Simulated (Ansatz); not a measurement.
## Al₂O₃ at a changed volume — ¹⁷O NMR of the central transition

Cell: a measured structure from the Crystallography Open Database (COD), relaxed with PBE at fixed cell and then changed (volume scaled by 1.06, ions relaxed).

Space group R-3c:H (No. 167); a = 4.8539, c = 13.2505 Å, γ = 120.00°.

| site | Wyckoff | site symmetry | x | y | z |
| --- | --- | --- | --- | --- | --- |
| Al | 12c | 3. | 0.0000 | 0.0000 | 0.8522 |
| O | 18e | .2 | 0.9726 | 0.3333 | 0.0833 |

One atom of each set is listed; the run and its k-mesh use a cell of 10 atoms with edges of 5.23, 5.23, 5.23 Å.

Method: Kohn–Sham DFT in Ansatz, PBE, plane waves and PAW, scalar-relativistic, 420 eV cutoff, Γ-centred 8×8×8 k-points, Fermi–Dirac smearing 0.02 eV.

¹⁷O has I = 5/2 and Q = -25.58 mb (Pyykkö 2018); at 28.2 T its Larmor frequency is ν₀ = 162.8 MHz. Only the quadrupole interaction is simulated: positions count from each site's isotropic chemical shift, and J coupling is left out, as are shift anisotropy and dipolar coupling, which fast spinning averages.

Simulated pattern of one O site (fast magic-angle spinning, Gaussian broadening 0.02 kHz):

offset (kHz), height and a bar:
```
  -0.6612          0 
  -0.6393          1 
  -0.6174          7 ##
  -0.5955          8 ###
  -0.5736          9 ###
  -0.5517          9 ###
  -0.5298          9 ###
  -0.5078         16 #####
  -0.4859         27 ########
  -0.4640         30 #########
  -0.4421         32 ##########
  -0.4202         35 ##########
  -0.3983         39 ############
  -0.3764         45 ##############
  -0.3545         76 #######################
  -0.3326        100 ##############################
  -0.3106         76 #######################
  -0.2887         70 #####################
  -0.2668         68 ####################
  -0.2449         71 #####################
  -0.2230         79 ########################
  -0.2011         96 #############################
  -0.1792         77 #######################
  -0.1573         63 ###################
  -0.1354         56 #################
  -0.1135         51 ###############
  -0.0915         47 ##############
  -0.0696         44 #############
  -0.0477         41 ############
  -0.0258         28 #########
  -0.0039          3 #
   0.0180          0
```

Task: Which |C_Q| and η does the pattern imply?

Result: The pattern spans 0.610 kHz before broadening and its centre of gravity is at -0.263 kHz, which fixes P_Q; the places of the horns and steps fix η. That gives P_Q = 2.67 MHz, |C_Q| = 2.56 MHz and η = 0.53. The sign of C_Q can't be read from the pattern.

At this changed cell the PBE pressure is -6 GPa.
